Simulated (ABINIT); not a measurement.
Planning a run of ABINIT 10.8.3 on CdS (Greenockite). The input:

```
acell 3*1.0 Angstrom
rprim 
  4.137000000025 -0.000000000006 0.000000000000
  -2.068500000008 3.582747095481 0.000000000000
  0.000000000000 0.000000000000 6.714400000000
ntypat 2
znucl 48 16
natom 4
typat 1 1 2 2
xred 
  0.666666666667 0.333333333333 0.000000000000
  0.333333333333 0.666666666667 0.500000000000
  0.666666666667 0.333333333333 0.375000000000
  0.333333333333 0.666666666667 0.875000000000
pp_dirpath "pseudos"
pseudos "Cd.upf, S.upf"
ecut 47
ngkpt 3 3 2
nshiftk 1
shiftk 0 0 0
kptopt 1
chksymbreak 0
istwfk *1
occopt 1
irdwfk 1
optdriver 4
nband 147
gwcalctyp 10
ecutsigx 47
symsigma 1
nkptgw 6
kptgw 
  0.0000000000 0.0000000000 0.0000000000
  0.3333333333 0.0000000000 0.0000000000
  0.3333333333 0.3333333333 0.0000000000
  0.0000000000 0.0000000000 0.5000000000
  0.3333333333 0.0000000000 0.5000000000
  0.3333333333 0.3333333333 0.5000000000
bdgw 
  11 34
  11 34
  11 34
  11 34
  11 34
  11 34
ecuteps 4.8
irdscr 1
ppmodel 1
irdqps 1
indata_prefix "in"
outdata_prefix "out"
tmpdata_prefix "tmp"
```

```sh
OMP_NUM_THREADS=1 mpirun -n 8 abinit run.abi > log
```

Question: How long will it take on 8 MPI ranks of Arm Neoverse V1, shared host, and how much memory?

It took 2.4 min; on shared hardware allow 71 s to 4.7 min. Peak host memory was 5.1 GiB.

[Paths, hosts, dates, memory and timing lines, banners, echoed tables and standing remarks are left out of the program output.]

[Logs are printed without paths, hosts, clocks, repeated set-up lines and the standing remarks that a program may print on its own settings, such as how far it seeks lower states.]

[Runs of the session that timed out or met a known fault of the program may be left out.]

[Hosts, paths, dates, database ids (printed as entryN), source tags and the programs' standing remarks are cut or masked in the printed files.]

[G0W0 gaps are taken among the corrected bands and points alone; a level outside them can change the order at an edge.]

[Where Ansatz stands beside ABINIT at settings called matched, ABINIT's density can come from a denser mesh and the files from another edition; pairs whose starting gaps differed by over 0.03 eV were left out, so agreement reads better than it is.]
